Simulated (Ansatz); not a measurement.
# CdS (Hawleyite) (F-43m) in Ansatz: further runs

The runs below take CdS (Hawleyite) through single point, with PBE.

All numbers are computed with Ansatz 0.2.0; they aren't measurements. Logs are shortened: lines on timing, memory, paths and dates and some standing lists are left out, and cuts for length are marked.

### Step 1. Starting point

It takes space group F-43m (No. 216, cubic). Conventional cell: a = 5.833 Å, b = 5.833 Å, c = 5.833 Å, α = 90.00°, β = 90.00°, γ = 90.00°. Cd (site symmetry -43m) is surrounded by 4 S at 2.53 Å. S (site symmetry -43m) is surrounded by 4 Cd at 2.53 Å.

### Step 2. Single point, PBE

Contents of input.yaml:

```yaml
crystal:
  lattice:
    - [0.0, 2.9165, 2.9165]
    - [2.9165, 0.0, 2.9165]
    - [2.9165, 2.9165, 0.0]
  atoms:
    - { symbol: Cd, position: [0.0, 0.0, 0.0] }
    - { symbol: S, position: [0.75, 0.75, 0.75] }
hamiltonian:
  xc: pbe
  pseudopotentials: { kind: paw }
kpoints:
  mp_grid: { grid: [8, 8, 8] }
scf:
  occupations: { method: gaussian, width: 0.026 }
output:
  forces: true
  stress: true
  eigenvalues: true
  write_density: true
  write_potential: true
  elf: true
  volumetric_format: npy
```

Potentials or basis: Ansatz PAW.

Run with:

```console
ansatz run input.yaml --threads 2 --pin off --max-ram 5632MiB --backend cpu --events-out ev --progress --plain --runs-dir out
```

Output:

```text
Warning: RAYON_NUM_THREADS=2 ignored (pool sized by the plan → 2); use --threads N
Engine: ansatz 0.2.0, x86_64-unknown-linux-gnu
Pseudopotentials: kind: paw
Pseudopotential: Cd, paw, valence charge 20, recommended cutoff 420 eV (normal), Cd.paw.azcp
Pseudopotential: S, paw, valence charge 6, recommended cutoff 420 eV (normal), S.paw.azcp
Functional definition: PBE
  parameter kappa = 0.804
  parameter beta = 0.06672455060314922
  exchange = pbe_x(kappa = kappa, mu = beta*pi^2/3)
  correlation = pbe_c(beta = beta)
Crystal: 2 atoms, lattice volume = 49.615 Å³
Basis set: ecut = 420 eV, 941 PW (Γ), exchange–correlation on 60×60×60 points (8 copies of the dense FFT grid, shifted against one another)
Bands: 17, of which v1, the nominal top of the filled ones, is band 13 counted from 1 (12 counted from 0)
Symmetry: 24 space group operations
Space group: F-43m (ITA 216), of the structure as read, at distance tolerance 3.7e-5 Å
k-points: 29 of 512 (time reversal used)
Non-local potential: Cd, projectors of the file, l = 0: 3, l = 1: 2, l = 2: 2, l = 3: 1
Non-local potential: S, projectors of the file, l = 0: 2, l = 1: 2, l = 2: 2
PAW form: soft (Blöchl's): semilocal exchange-correlation on the pseudo side does not see the compensation charge
PAW one-centre angular grid: Cd, 590 points (default); XC on 64 Gauss nodes
PAW one-centre angular grid: S, 110 points (default); XC on 64 Gauss nodes
Initial density: superposition of atomic densities (neutral atoms: chi_scale 0, normalization atom), corrected by the library's trained network
Initial wavefunctions: pseudopotential atomic-orbital guess
Functional: x = pbe(κ = 0.804, μ = 0.2195149727645171), c = pbe(β = 0.06672455060314922)
SCF iter   1: F=—  HF=-9157.807100 eV  |F-HF|=—  |Δ(HF+E_count)|=         —  Δρ=5.91e-4  dr2=2.14e-4  ethr=1.77e-3  ⟨swp⟩=5.8  Hψ=2459  notcnv=0
preconditioner: auto → none  [insulator: Δε(μ)=1.140 eV  Ē_g=12.375 eV  σ=0.026 eV  W_gap=1.00  n_scr=14 (ndim 8)  ℏωp=22.4 eV  f_vac=0.128  D(μ)=0.00/eV (n_scr^D=0)  ε∞_Penn≈4.3]
SCF iter   2: F=—  HF=-9157.807777 eV  |F-HF|=—  |Δ(HF+E_count)|=   6.77e-4  Δρ=3.28e-4  dr2=3.08e-5  ethr=8.22e-7  ⟨swp⟩=2.5  Hψ=1151  notcnv=0
SCF iter   3: F=—  HF=-9157.807796 eV  |F-HF|=—  |Δ(HF+E_count)|=   1.91e-5  Δρ=1.16e-4  dr2=3.03e-6  ethr=1.19e-7  ⟨swp⟩=2.0  Hψ=725  notcnv=0
SCF iter   4: F=—  HF=-9157.807816 eV  |F-HF|=—  |Δ(HF+E_count)|=   1.95e-5  Δρ=3.24e-5  dr2=2.42e-7  ethr=1.17e-8  ⟨swp⟩=2.0  Hψ=754  notcnv=0
iter 5 did not close the SCF: its close was put off for the readings that it lacked (scf_convergence_deferred on its scf_iter line)
SCF iter   5: F=-9157.807818 eV  HF=-9157.807818 eV  |F-HF|=4.45e-8  |Δ(HF+E_count)|=   1.93e-6  Δρ=6.77e-6  dr2=3.25e-8  ethr=9.30e-10  ⟨swp⟩=2.0  Hψ=754  notcnv=0
SCF iter   6: F=-9157.807818 eV  HF=-9157.807818 eV  |F-HF|=2.53e-9  |Δ(HF+E_count)|=   5.88e-8  Δρ=2.91e-6  dr2=2.94e-9  ethr=1.25e-10  ⟨swp⟩=5.2  Hψ=2739  notcnv=0
SCF 1 converged in 6 iterations: F = -9157.807818 eV  dr2 = 2.94e-9
SCF converged after 6 iterations
Free energy (F): -9157.807818 eV
Harris-Foulkes:  -9157.807818 eV  (|F-HF|=2.53e-9)
Internal energy: -9157.807818 eV  (E = F + TS)
E sigma→0 (E₀):  -9157.807818 eV
Fermi energy:    7.483067 eV
--- Per-component energies (eV) ---
  E_band       = -506.649259
  E_kinetic    = 612.020542
  E_local      = -4012.146466  (includes V_loc(G=0)·N_el)
  E_nonlocal   = 62.144081
  E_hartree    = 1842.902184
  E_xc         = -273.989498
  E_vxc        = -309.242610  (∫ρ·V_xc dr)
  E_paw        = -4683.757376  (= ΣΔE_a)
  E_vpaw       = -545.228115  (= ΣTr[D̂ρ^β])
  E_aug_tail   = 0.000016  (compensation charges beyond the density's cutoff)
  E_ewald      = -2704.981299
  E_smearing   = -0.000000  (= −TS)
  E_closure    = 0.000000  (closes the sum)
  Σ components = -9157.807818   (vs F -9157.807818, Δ=0.00e0)
--- Forces (eV/Å), atoms counted from 1 ---
  atom   1  Cd    -0.00000000     0.00000000     0.00000000
  atom   2  S      0.00000000     0.00000000    -0.00000000
  max |Σ_I F_I| component: 8.33e-17 eV/Å
--- Stress (GPa, compression-positive) ---
        2.848216       0.000000      -0.000000
        0.000000       2.848216       0.000000
       -0.000000       0.000000       2.848216
  P = ⅓ Tr σ = 2.8482 GPa (28.482 kbar)
--- Band table (eV; the first three rows and the last of 29) ---
  k-point 0: bands = ["-94.3869", "-55.4595", "-55.4595", "-55.4595", "-5.4554", "-0.8114", "-0.8114", "-0.8114", "-0.3308", "-0.3308", "6.9100", "6.9100", "6.9100", "8.0555", "13.4359", "13.4359", "13.4359"]
  k-point 1: bands = ["-94.3869", "-55.4596", "-55.4595", "-55.4595", "-5.3931", "-0.7889", "-0.7889", "-0.7577", "-0.3318", "-0.3318", "5.8891", "6.7883", "6.7883", "8.8912", "13.1770", "13.6335", "13.6335"]
  k-point 2: bands = ["-94.3869", "-55.4598", "-55.4596", "-55.4596", "-5.2416", "-0.7401", "-0.7401", "-0.5648", "-0.3265", "-0.3265", "4.4215", "6.5140", "6.5140", "9.6900", "13.1823", "13.9385", "13.9385"]
  k-point 28: bands = ["-94.3869", "-55.4600", "-55.4599", "-55.4598", "-4.8976", "-0.5791", "-0.5584", "-0.3701", "-0.3236", "0.2991", "3.0144", "4.6477", "4.7261", "12.3343", "12.3387", "14.1342", "14.9414"]
```

Wall time 2.4 s (2 threads of Intel Xeon at 2.50GHz (Skylake/Cascade Lake), shared host); peak memory 0.35 GiB.

What came out:

```
Free energy            : -9157.8078 eV
Pressure               : 2.8 GPa
Band gap on the k mesh : 1.15 eV, direct
```

### Step 3. Single point, PBE

input.yaml: that of step 2 with these lines changed.

```diff
@@ -14,3 +14,3 @@
 scf:
-  occupations: { method: gaussian, width: 0.026 }
+  occupations: { method: gaussian, width: 0.027 }
 output:
```

Potentials or basis: Ansatz PAW.

Run with:

```console
ansatz run input.yaml --threads 2 --pin off --max-ram 5632MiB --backend cpu --events-out ev --progress --plain --runs-dir out
```

It took 2.5 s on 2 threads of Intel Xeon at 2.50GHz (Skylake/Cascade Lake), shared host; peak memory 0.35 GiB.

Results (log left out):

| Quantity | Value |
| --- | --- |
| Free energy | -9157.8078 eV |
| Pressure | 2.8 GPa |
| Band gap on the k mesh | 1.15 eV, direct |

Levels at points of the mesh, in eV from the valence-band top:
| k point | band 11 | band 12 | band 13 | band 14 | band 15 | band 16 |
| --- | --- | --- | --- | --- | --- | --- |
| (0.00, 0.00, 0.00) | 0.00 | 0.00 | 0.00 | 1.15 | 6.53 | 6.53 |
| (0.00, 0.00, -0.50) | -4.40 | -0.75 | -0.75 | 3.01 | 6.99 | 6.99 |
| (0.00, -0.50, -0.50) | -3.95 | -1.88 | -1.88 | 3.56 | 4.36 | 9.19 |
